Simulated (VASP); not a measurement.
# BAs (F-43m) in VASP: notebook

One crystal, BAs, is run at these levels: PBE; tasks: single point.

Everything below comes from runs of VASP 6.6.1. Logs are shortened: lines on timing, memory, paths and dates and some standing lists are left out, and cuts for length are marked.

### Step 1. The undisturbed crystal

It takes space group F-43m (No. 216, cubic). The conventional cell has a = 4.777 Å, b = 4.777 Å, c = 4.777 Å, α = 90.00°, β = 90.00°, γ = 90.00°. B (site symmetry -43m) has 4 As at 2.07 Å as nearest neighbours. As (site symmetry -43m) is surrounded by 4 B at 2.07 Å.

### Step 2. Single point, PBE (a relaxed cell with its volume scaled by 1.03)

The input, INCAR:

```
ALGO = Fast
EDIFF = 0.05
ENCUT = 520
GGA = PE
ISIF = 2
ISMEAR = 0
LASPH = True
LCHARG = False
LREAL = False
LWAVE = False
NBANDS = 11
NELM = 60
PREC = Accurate
SIGMA = 0.02
```

The input, KPOINTS:

```
k-points
0
Gamma
  12 12 12
```

The input, POSCAR:

```
BAs                                     
1.0
    0.0000000000      2.4316999171      2.4316999171
    2.4316999171      0.0000000000      2.4316999171
    2.4316999171      2.4316999171     -0.0000000000
  B               As            
     1     1
Direct
     0.0000000000000000    0.0000000000000000    0.0000000000000000
     0.2500000000000000    0.2500000000000000    0.2500000000000000
```

Potentials or basis: VASP PAW PBE potentials, release 64 (B, As).

Command:

```bash
$ cat potpaw_PBE.64/B/POTCAR potpaw_PBE.64/As/POTCAR > POTCAR
$ mpirun -np 1 vasp_std > vasp.out
```

OUTCAR:

```text
EDIFF = 0.05
   ENCUT = 520
   GGA = PE
   ISIF = 2
   ISMEAR = 0
   LASPH = True
   LREAL = False
   NELM = 60
   PREC = Accurate

 ion  position               nearest neighbor table
   1  0.000  0.000  0.000-   2 2.11   2 2.11   2 2.11   2 2.11
   2  0.250  0.250  0.250-   1 2.11   1 2.11   1 2.11   1 2.11

  LATTYP: Found a face centered cubic cell.
 ALAT       =     4.8633998342

  Lattice vectors:

 A1 = (   0.0000000000,   2.4316999171,   2.4316999171)
 A2 = (   2.4316999171,   0.0000000000,   2.4316999171)
 A3 = (   2.4316999171,   2.4316999171,   0.0000000000)

Analysis of symmetry for initial positions (statically):
=====================================================================
 Subroutine PRICEL returns:
 Original cell was already a primitive cell.

 Routine SETGRP: Setting up the symmetry group for a
 face centered cubic supercell.

 Subroutine GETGRP returns: Found 24 space group operations
 (whereof 24 operations were pure point group operations)
 out of a pool of 48 trial point group operations.

The static configuration has the point symmetry T_d .

Analysis of symmetry for dynamics (positions and initial velocities):
=====================================================================
 Subroutine PRICEL returns:
 Original cell was already a primitive cell.

 Routine SETGRP: Setting up the symmetry group for a
 face centered cubic supercell.

 Subroutine GETGRP returns: Found 24 space group operations
 (whereof 24 operations were pure point group operations)
 out of a pool of 48 trial point group operations.

The dynamic configuration has the point symmetry T_d .

 Subroutine INISYM returns: Found 24 space group operations
 (whereof 24 operations are pure point group operations),
 and found     1 'primitive' translations

----------------------------------------------------------------------------------------

                                     Primitive cell

  volume of cell :      28.7581

  direct lattice vectors                    reciprocal lattice vectors
     0.000000000  2.431699917  2.431699917    -0.205617476  0.205617476  0.205617476
     2.431699917  0.000000000  2.431699917     0.205617476 -0.205617476  0.205617476
     2.431699917  2.431699917  0.000000000     0.205617476  0.205617476 -0.205617476

  length of vectors
     3.438943002  3.438943002  3.438943002     0.356139916  0.356139916  0.356139916

  position of ions in fractional coordinates (direct lattice)
     0.000000000  0.000000000  0.000000000
     0.250000000  0.250000000  0.250000000

  ion indices of the primitive-cell ions
   primitive index   ion index
                 1           1
                 2           2

----------------------------------------------------------------------------------------

 KPOINTS: k-points

Automatic generation of k-mesh.
 Grid dimensions read from file:
 generate k-points for:   12   12   12

 Generating k-lattice:

  Cartesian coordinates                     Fractional coordinates (reciprocal lattice)
    -0.017134790  0.017134790  0.017134790     0.083333333  0.000000000  0.000000000
     0.017134790 -0.017134790  0.017134790     0.000000000  0.083333333  0.000000000
     0.017134790  0.017134790 -0.017134790     0.000000000  0.000000000  0.083333333

  Length of vectors
     0.029678326  0.029678326  0.029678326

  Shift w.r.t. Gamma in fractional coordinates (k-lattice)
     0.000000000  0.000000000  0.000000000

 Subroutine IBZKPT returns following result:
 ===========================================

 Found     72 irreducible k-points:

 Following reciprocal coordinates:
            Coordinates               Weight
  0.000000  0.000000  0.000000      1.000000
  0.083333  0.000000  0.000000      8.000000
  0.166667  0.000000  0.000000      8.000000
  0.250000  0.000000  0.000000      8.000000
  0.333333  0.000000  0.000000      8.000000
  0.416667  0.000000  0.000000      8.000000
[... 16 lines left out ...]
  0.500000  0.166667  0.000000     24.000000
 -0.416667  0.166667  0.000000     24.000000
 [... further k-points ...]
   k-points           NKPTS =     72   k-points in BZ     NKDIM =     72   number of bands    NBANDS=     11
   number of dos      NEDOS =    301   number of ions     NIONS =      2
   total plane-waves  NPLWV =  21952
   dimension x,y,z NGX =    28 NGY =   28 NGZ =   28
   dimension x,y,z NGXF=    56 NGYF=   56 NGZF=   56
   ions per type =               1   1
   NGX,Y,Z   is equivalent  to a cutoff of  13.54, 13.54, 13.54 a.u.
   NGXF,Y,Z  is equivalent  to a cutoff of  27.07, 27.07, 27.07 a.u.
 SYSTEM =  unknown system
   PREC   = accura    normal or accurate (medium, high low for compatibility)
   ISTART =      0    job   : 0-new  1-cont  2-samecut
   ICHARG =      2    charge: 1-file 2-atom 10-const
   ISPIN  =      1    spin polarized calculation?
   LNONCOLLINEAR =      F non collinear calculations
   LSORBIT =      F    spin-orbit coupling
   LASPH  =      T    aspherical Exc in radial PAW
   ENCUT  =  520.0 eV  38.22 Ry    6.18 a.u.   6.39  6.39  6.39*2*pi/ulx,y,z
   NELM   =     60;   NELMIN=  2; NELMDL= -5     # of ELM steps
   EDIFF  = 0.5E-01   stopping-criterion for ELM
   LREAL  =      F    real-space projection
   EDIFFG = 0.5E+00   stopping-criterion for IOM
   NSW    =      0    number of steps for IOM
   IBRION =     -1    ionic relax: 0-MD 1-quasi-New 2-CG
   NFREE  =      0    steps in history (QN), initial steepest desc. (CG)
   ISIF   =      2    stress and relaxation
   ISYM   =      2    0-nonsym 1-usesym 2-fastsym
   POTIM  = 0.5000    time-step for ionic-motion
   TEBEG  =    0.0;   TEEND  =   0.0 temperature during run
   PSTRESS=    0.0 pullay stress
   NELECT =       8.0000    total number of electrons
   NUPDOWN=      -1.0000    fix difference up-down
   EMIN   =  10.00;   EMAX   =-10.00  energy-range for DOS
   EFERMI =   0.00;   METHOD = LEGACY
   ISMEAR =     0;   SIGMA  =   0.02  broadening in eV -4-tet -1-fermi 0-gaus
   EFERMI_NEDOS =   21; number of points for ismear=-14 and -15
   IALGO  =     68    algorithm
   IMIX   =      4    mixing-type and parameters
     AMIX     =   0.40;   BMIX     =  1.00
     AMIX_MAG =   1.60;   BMIX_MAG =  1.00
  volume/ion in A,a.u.               =      14.38        97.03
  Fermi-wavevector in a.u.,A,eV,Ry     =   1.068689  2.019530 15.539174  1.142097
  Thomas-Fermi vector in A             =   2.204345
   LORBIT       =      0    0 simple, 1 ext, 2 COOP (PROOUT), +10 PAW based schemes
   GGA     = PE    functional components
   LHFCALC =     F    Hartree Fock is set to
   AEXX    =    0.0000 exact exchange contribution
   IVDW    =     0    specifies the selected vdW correction
   LEPSILON=     F    determine dielectric tensor
   LRPA    =     F    only Hartree local field effects (RPA)
 non-spin polarized calculation
 RMM-DIIS sequential band-by-band and
 Gauss-broadening in eV      SIGMA  =   0.02
  energy-cutoff  :      520.00
  volume of cell :       28.76
 maximum number of plane-waves:       789
 NGX is ok and might be reduce to    28
   NGX = 13   NGY = 13   NGZ = 13

 number of electron       7.9999999 magnetization

 Free energy of the ion-electron system (eV)
  ---------------------------------------------------
  ext. energy  EPLUGINS =         0.00000000
  ---------------------------------------------------
  free energy    TOTEN  =       -11.41006722 eV

  energy without entropy =      -11.41006722  energy(sigma->0) =      -11.41006722

 E-fermi :   5.5816     XC(G=0): -10.4389

 val. band max:        5.4205138175   @ k =   0.0000   0.0000   0.0000
 cond. band min:       6.6914281024   @ k =   0.4167   0.4167   0.0000
 fundamental gap:      1.2709142849
 Fermi energy:         5.5816396281

 k-point     1 :       0.0000    0.0000    0.0000
  band No.  band energies     occupation
      1      -9.4949      2.00000
      2       5.4205      2.00000
      3       5.4205      2.00000
      4       5.4205      2.00000
      5       8.6693      0.00000
      6       8.6693      0.00000
      7       8.6693      0.00000
      8       9.4336      0.00000
      9      14.7225      0.00000
     10      18.2130      0.00000
     11      18.2132      0.00000

 k-point     2 :       0.0833    0.0000    0.0000
  band No.  band energies     occupation
      1      -9.3866      2.00000
      2       4.4048      2.00000
      3       5.2178      2.00000
      4       5.2178      2.00000
      5       8.7043      0.00000
      6       8.9380      0.00000
      7       8.9380      0.00000
      8      10.1751      0.00000
      9      15.1577      0.00000
     10      17.4041      0.00000
     11      17.4043      0.00000

 k-point     3 :       0.1667    0.0000    0.0000
  band No.  band energies     occupation
      1      -9.0659      2.00000
      2       2.5550      2.00000
      3       4.7839      2.00000
      4       4.7839      2.00000
      5       8.4894      0.00000
      6       9.5064      0.00000
      7       9.5064      0.00000
      8      11.6151      0.00000
      9      16.0883      0.00000
     10      16.6435      0.00000
     11      16.6437      0.00000

 k-point     4 :       0.2500    0.0000    0.0000
  band No.  band energies     occupation
      1      -8.5486      2.00000
      2       0.6608      2.00000
      3       4.3415      2.00000
      4       4.3415      2.00000
      5       8.2218      0.00000
      6       9.9895      0.00000
      7       9.9895      0.00000
      8      12.9516      0.00000
      9      16.4329      0.00000
     10      16.5645      0.00000
     11      16.5645      0.00000

 k-point     5 :       0.3333    0.0000    0.0000
  band No.  band energies     occupation
      1      -7.8778      2.00000
      2      -1.0505      2.00000
      3       3.9923      2.00000
      4       3.9923      2.00000
      5       8.0027      0.00000
      6      10.1912      0.00000
      7      10.1912      0.00000
      8      13.8744      0.00000
      9      16.5721      0.00000
     10      17.2880      0.00000
     11      17.2883      0.00000
[... 211 lines left out ...]
 k-point    21 :       0.3333    0.1667    0.0000
  band No.  band energies     occupation
      1      -7.9688      2.00000
      2       0.1124      2.00000
      3       2.9051      2.00000
      4       3.0623      2.00000
      5       8.1447      0.00000
      6      10.4387      0.00000
      7      11.7658      0.00000
      8      11.9545      0.00000
      9      16.2005      0.00000
     10      18.3762      0.00000
     11      19.0889      0.00000

 k-point    22 :       0.4167    0.1667    0.0000
  band No.  band energies     occupation
      1      -7.2815      2.00000
      2      -1.3706      2.00000
      3       2.3653      2.00000
      4       2.9316      2.00000
      5       8.3176      0.00000
      6      10.7054      0.00000
      7      11.9174      0.00000
      8      12.3013      0.00000
      9      16.9096      0.00000
     10      18.8496      0.00000
     11      19.9067      0.00000

 k-point    23 :       0.5000    0.1667    0.0000
  band No.  band energies     occupation
      1      -6.6635      2.00000
      2      -2.4326      2.00000
      3       1.9308      2.00000
      4       2.9856      2.00000
      5       8.4067      0.00000
      6      10.7402      0.00000
      7      11.6685      0.00000
      8      13.4931      0.00000
      9      16.8593      0.00000
     10      19.4870      0.00000
     11      19.7920      0.00000

 k-point    24 :      -0.4167    0.1667    0.0000
  band No.  band energies     occupation
      1      -6.5504      2.00000
      2      -2.6022      2.00000
      3       1.6553      2.00000
      4       3.2166      2.00000
      5       8.5689      0.00000
      6      10.7651      0.00000
      7      11.3600      0.00000
      8      14.3653      0.00000
      9      16.6670      0.00000
     10      18.0851      0.00000
     11      19.5501      0.00000

 [... further k-points ...]
[... 5 lines left out ...]
  --------------------------------------------------------------------------------------
  -------------------------------------------------------------------------------------
  Total       -0.0926102     -0.0926102     -0.0926102     -0.0000000      0.0000000      0.0000000
  in kB       -5.1595219     -5.1595219     -5.1595219     -0.0000000      0.0000000      0.0000000
  external PRESSURE =      -5.1595219 kB  Pullay stress =       0.0000000 kB

 VOLUME and BASIS-vectors are now :
 -----------------------------------------------------------------------------
  energy-cutoff  :      520.00
  volume of cell :       28.76
      direct lattice vectors                 reciprocal lattice vectors
     0.000000000  2.431699917  2.431699917    -0.205617476  0.205617476  0.205617476
     2.431699917  0.000000000  2.431699917     0.205617476 -0.205617476  0.205617476
     2.431699917  2.431699917  0.000000000     0.205617476  0.205617476 -0.205617476

 POSITION                                       TOTAL-FORCE (eV/Angst)
 -----------------------------------------------------------------------------------
      0.00000      0.00000      0.00000         0.000000      0.000000     -0.000000
      1.21585      1.21585      1.21585        -0.000000     -0.000000      0.000000
 -----------------------------------------------------------------------------------
    total drift:                                0.000000      0.000000      0.000000

  FREE ENERGIE OF THE ION-ELECTRON SYSTEM (eV)
  ---------------------------------------------------
  free  energy   TOTEN  =       -11.4100672191 eV

  energy  without entropy=      -11.4100672191  energy(sigma->0) =      -11.41006722
```

Run time: 17 s. Hardware: 1 thread of Intel Xeon Platinum 8259CL at 2.50GHz (Skylake/Cascade Lake), shared host; peak memory 0.16 GiB.

What came out:

| Quantity | Value |
| --- | --- |
| Free energy | -11.4101 eV |
| Pressure | -0.5 GPa |
| Band gap on the k mesh | 1.27 eV, indirect (least direct gap 3.25 eV) |

A k mesh can miss the band edges.

### Step 3. Single point, PBE (a relaxed cell with its volume scaled by 0.94)

INCAR is that of step 2.

KPOINTS is that of step 2.

The input, POSCAR:

```
BAs                                     
1.0
    0.0000000000      2.3587044313      2.3587044313
    2.3587044313      0.0000000000      2.3587044313
    2.3587044313      2.3587044313     -0.0000000000
  B               As            
     1     1
Direct
     0.0000000000000000    0.0000000000000000    0.0000000000000000
     0.2500000000000000    0.2500000000000000    0.2500000000000000
```

Potentials or basis: VASP PAW PBE potentials, release 64 (B, As).

Command:

```bash
$ cat potpaw_PBE.64/B/POTCAR potpaw_PBE.64/As/POTCAR > POTCAR
$ mpirun -np 1 vasp_std > vasp.out
```

It took 17 s on 1 thread of Intel Xeon Platinum 8259CL at 2.50GHz (Skylake/Cascade Lake), shared host; peak memory 0.16 GiB.

The run converged. Its results:

| Item | Value |
| --- | --- |
| Free energy | -11.3667 eV |
| Pressure | 9.0 GPa |
| Band gap on the k mesh | 1.14 eV, indirect (least direct gap 3.33 eV) |

Levels at points of the mesh, in eV from the valence-band top:
```csv
k point,band 1,band 2,band 3,band 4,band 5,band 6,band 7,band 8,band 9
"(0.00, 0.00, 0.00)",-15.75,0.00,0.00,0.00,3.33,3.33,3.33,5.17,9.74
"(0.50, 0.00, 0.00)",-12.73,-9.07,-1.88,-1.88,2.91,4.83,4.83,8.91,12.97
"(0.50, 0.50, 0.00)",-11.35,-8.75,-4.24,-4.24,1.37,1.40,11.73,11.73,13.18
```

A k mesh can miss the band edges.

[end of part 1 of 2]
